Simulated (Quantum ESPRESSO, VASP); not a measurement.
Given: the input of a run of Quantum ESPRESSO 7.5 on WS2 (Tungstenite). 

The input pw.in:

```
&CONTROL
  calculation = 'scf'
  prefix = 'pwscf'
  outdir = './tmp'
  pseudo_dir = './pseudo'
  tprnfor = .true.
  tstress = .true.
  disk_io = 'low'
/
&SYSTEM
  ibrav = 0
  celldm(1) = 8
  nat = 6
  ntyp = 2
  ecutwfc = 56
  ecutrho = 448
  nbnd = 36
  occupations = 'smearing'
  smearing = 'fd'
  degauss = 0.00367493
/
&ELECTRONS
  conv_thr = 1.2d-09
  electron_maxstep = 120
  mixing_beta = 0.5
/
ATOMIC_SPECIES
W    183.8400 w_pbesol_v1.2.uspp.F.UPF
S     32.0600 s_pbesol_v1.4.uspp.F.UPF
CELL_PARAMETERS alat
  0.7511661345387   0.0000000000000   0.0000000000000
 -0.3755830672694   0.6505289549650   0.0000000000000
  0.0000000000000   0.0000000000000   2.9526970697278
ATOMIC_POSITIONS crystal
W      0.6666666667    0.3333333333    0.7500000000
W      0.3333333333    0.6666666667    0.2500000000
S      0.6666666667    0.3333333333    0.3750000000
S      0.3333333333    0.6666666667    0.8750000000
S      0.6666666667    0.3333333333    0.1250000000
S      0.3333333333    0.6666666667    0.6250000000
K_POINTS automatic
10 10 3 0 0 0
```

The input pp_density.in:

```
&INPUTPP
  prefix = 'pwscf'
  outdir = './tmp'
  filplot = 'density.dat'
  plot_num = 0
/
&PLOT
  nfile = 1
  filepp(1) = 'density.dat'
  iflag = 3
  output_format = 6
  fileout = 'density.cube'
/
```

The input pp_potential.in:

```
&INPUTPP
  prefix = 'pwscf'
  outdir = './tmp'
  filplot = 'potential.dat'
  plot_num = 11
/
&PLOT
  nfile = 1
  filepp(1) = 'potential.dat'
  iflag = 3
  output_format = 6
  fileout = 'potential.cube'
/
```

Potentials or basis: GBRV 1.5 PBEsol.

Run with:

```sh
$ OMP_NUM_THREADS=1 mpirun -n 2 pw.x -nk 2 -in pw.in > pw.out
$ OMP_NUM_THREADS=1 mpirun -n 1 pp.x -in pp_density.in > pp_density.out
$ OMP_NUM_THREADS=1 mpirun -n 1 pp.x -in pp_potential.in > pp_potential.out
```

Set up the same calculation for VASP 6.6.1. Potentials or basis there: PBE PAW files S, W_sv, 520 eV.

As run (cutoffs and basis follow the program's own potentials, and thresholds, step limits or extra output files can differ):

File INCAR:

```
SYSTEM = WS2
PREC     = Accurate       ! precision mode
ENCUT    = 520            ! plane-wave cutoff, eV
EDIFF    = 1E-7           ! SCF threshold, eV
ISMEAR   = -1             ! smearing method
SIGMA    = 0.05           ! smearing width, eV
LREAL    = .FALSE.        ! projectors in reciprocal space
LASPH    = .TRUE.         ! aspherical terms in the spheres
NELM     = 60             ! most SCF steps
ALGO     = Normal         ! electronic algorithm
ISIF     = 2              ! what is computed and relaxed
LWAVE    = .FALSE.        ! write WAVECAR
LCHARG   = .FALSE.        ! write CHGCAR
GGA      = PS             ! functional
NBANDS   = 35             ! bands
KPAR     = 2
```

The input KPOINTS:

```
Automatic mesh
0
G
  10 10 3
  0 0 0
```

Contents of POSCAR:

```
WS2
1.0
    3.1800000000      0.0000000000      0.0000000000
   -1.5900000000      2.7539607840      0.0000000000
    0.0000000000      0.0000000000     12.5000000000
W S
2 4
Direct
    0.6666666667      0.3333333333      0.7500000000
    0.3333333333      0.6666666667      0.2500000000
    0.6666666667      0.3333333333      0.3750000000
    0.3333333333      0.6666666667      0.8750000000
    0.6666666667      0.3333333333      0.1250000000
    0.3333333333      0.6666666667      0.6250000000
```

Potentials or basis: VASP PAW PBE potentials, release 64 (W_sv, S).

Command:

```console
$ cat potpaw_PBE.64/W_sv/POTCAR potpaw_PBE.64/S/POTCAR > POTCAR
$ mpirun -np 2 vasp_std > vasp.out
```

Both were run:

|  | Quantum ESPRESSO | VASP |
| --- | --- | --- |
| Pressure | -2.5 GPa | -2.6 GPa |
| Largest force | 0.124 eV/Å | 0.133 eV/Å |

VASP's potentials were made for PBE.

Pressure is positive in compression.
